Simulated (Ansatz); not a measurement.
# Be: computed properties

The calculation used DFT PBE+D3(BJ), scalar-relativistic, plane waves, PAW (Ansatz).

Plane waves to 420 eV, a k mesh through Γ of 16×12×12 on the computed 4-atom cell and Gaussian smearing (0.10 eV); no spin polarisation.

The structure is relaxed at this level of theory with its symmetry kept. This bcc form isn't the element's structure at ambient conditions.

It takes space group I4/mmm (No. 139, tetragonal). Conventional cell: a = 2.432 Å, b = 2.432 Å, c = 2.482 Å, α = 90.00°, β = 90.00°, γ = 90.00°. Be (site symmetry 4/mmm) has 12 Be at 2.12 to 2.43 Å as nearest neighbours.

```json
{"Volume per atom": "7.34 Å³", "Kohn–Sham band gap": "none (metal)", "Density of states at the Fermi level": "0.42 states/eV per cell", "Bulk modulus": "135 GPa", "Its pressure derivative": "3.3", "Bader charges (e)": "Be (4 in the cell) 0.00"}
```

Cost: 9 runs of about 3.4 core-minutes in all, on Intel Xeon 6975P-C (Granite Rapids) (shared hosts).